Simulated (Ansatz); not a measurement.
Born–Oppenheimer molecular dynamics of a periodic cell of 12 atoms, ZrO₂ (start crystal ZrO2, start structure P4_2/nmc, volume 1 times the crystal's). It starts from an unrelaxed structure (largest force component 0.17 eV/Å).

Computed with DFT PBEsol, scalar-relativistic, plane waves, PAW in Ansatz 0.2.0. Settings: cutoff 420 eV, k mesh 2x2x2, fermi-dirac smearing 0.17 eV, no spin polarisation.

```
ensemble        : NVT, Langevin thermostat
time step       : 1 fs
steps asked     : 200
set temperature : 2000 K
friction        : 0.02 /fs
seed            : 826503
```

First frame:

```xyz
12
Lattice="-3.6120 -3.6120 0.0000 3.6120 -3.6120 0.0000 0.0000 0.0000 5.2120" Properties=species:S:1:pos:R:3
Zr 0.000 -3.612 0.000
Zr 1.806 -1.806 2.606
O 0.000 -1.806 1.048
O 0.000 -1.806 3.654
O 1.806 -3.612 1.558
O 1.806 -3.612 4.164
Zr 0.000 0.000 0.000
Zr -1.806 -1.806 2.606
O 0.000 -5.418 1.048
O 0.000 -5.418 3.654
O -1.806 -3.612 1.558
O -1.806 -3.612 4.164
```

(1) What does the run give?

(2) What happens to the structure?

(3) How do temperature and energy run in time?

Results:

(1) The run went to its last step.

```
steps done                                               : 200
time covered                                             : 200 fs
mean temperature over the second half                    : 1856 K
spread of the potential energy over the second half      : 34.7 meV per atom
mean potential energy of the second half above the start : 200.6 meV per atom
```

A run of 0.2 ps of so small a system gives no equilibrium averages. Limits of this set-up: coarse k mesh.

(2) Mean squared displacements from the first frame to the last, about the centre of mass: Zr 0.05 Å², O 0.12 Å². This is one draw of velocities; another would differ in detail.

(3) 
```csv
time (fs),T (K),potential energy less start (eV)
0.0,1833,0.000
10.0,943,0.810
20.0,756,1.313
30.0,855,1.783
40.0,944,1.897
50.0,1580,1.639
60.0,1790,2.226
70.0,1673,3.056
80.0,1617,3.030
90.0,1708,2.344
100.0,1930,1.588
110.0,1429,2.023
120.0,1814,2.054
130.0,2216,2.449
140.0,1707,3.219
150.0,2337,2.811
160.0,2143,2.290
170.0,1865,2.620
180.0,1863,2.336
190.0,1421,2.383
200.0,1626,2.412
```

The run took 9.7 min on 1 thread of Arm Neoverse V2, on a shared host, peak memory 0.45 GiB.
